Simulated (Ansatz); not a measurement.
LiCl, CsCl type, relaxed with r2SCAN, was run in the plane-wave code Ansatz under altered settings. All numbers are computed, without spin polarisation but where a row says otherwise.

```
CELL_PARAMETERS angstrom
3.27112 0.00000 0.00000
0.00000 3.27112 0.00000
0.00000 0.00000 3.27112
ATOMIC_POSITIONS crystal
Li 0.00000 0.00000 0.00000
Cl 0.50000 0.50000 0.50000
```

The base run's other keys:
```yaml
kpoints:
  mp_grid: { grid: [4, 4, 4] }
hamiltonian:
  xc: hse06
scf:
  occupations: { method: fixed }
  n_extra_bands: 4
```

It takes 9 iterations with 691 plane waves at 420 eV and 10 k points, and leaves a mean stress of +0.05 GPa. The gap over this mesh is 5.682 eV.

Outcomes, with energy and stress as changes against the base:
```csv
setting,outcome,ΔF (meV/atom),Δ mean stress (GPa),gap on the mesh (eV),iterations
"PBE hybrid, exx coeff 0.3, omega 0.2078 1/Å",converged,–,-0.1,5.944,9
"PBE hybrid, exx coeff 0.4, omega 0.2078 1/Å",converged,–,-0.3,6.472,10
"PBE hybrid, exx coeff 1.0, omega 0.5 1/Å",converged,–,-1.0,7.237,13
"PBE hybrid, exx coeff 0.35, omega 0.2078 1/Å",converged,–,-0.2,6.207,10
scf.occupations: cold 0.001,converged,0.0,0.0,5.682,9
scf.occupations: cold 0.2,converged,0.0,0.0,5.682,9
```
A dash marks a value that wasn't obtained or can't be compared. Stress is positive in compression.

- PBE hybrid, exx coeff 0.3, omega 0.2078 1/Å. That is 30 % exact exchange, screened with ω = 0.2078 1/Å, against HSE06's 25 % screened at 0.208 1/Å. The mean stress moves by -0.1 GPa and the gap on the mesh by +0.261 eV (to 5.944). Totals of different functionals aren't comparable.
- PBE hybrid, exx coeff 0.4, omega 0.2078 1/Å. That is 40 % exact exchange, screened with ω = 0.2078 1/Å, against HSE06's 25 % screened at 0.208 1/Å. The mean stress moves by -0.3 GPa and the gap on the mesh by +0.789 eV (to 6.472). Totals of different functionals aren't comparable.
- PBE hybrid, exx coeff 1.0, omega 0.5 1/Å. That is 100 % exact exchange, screened with ω = 0.5 1/Å, against HSE06's 25 % screened at 0.208 1/Å. The mean stress moves by -1.0 GPa and the gap on the mesh by +1.555 eV (to 7.237). Totals of different functionals aren't comparable.
- PBE hybrid, exx coeff 0.35, omega 0.2078 1/Å. That is 35 % exact exchange, screened with ω = 0.2078 1/Å, against HSE06's 25 % screened at 0.208 1/Å. The mean stress moves by -0.2 GPa and the gap on the mesh by +0.524 eV (to 6.207). Totals of different functionals aren't comparable.

Within 1 meV an atom, 0.1 GPa and 0.005 eV of the base stay: scf.occupations: cold 0.001; scf.occupations: cold 0.2.

The program warns that its thresholds are loose for a hybrid's stress.

The meshes of the hybrids are coarse, so their gaps aren't converged to the digits shown.
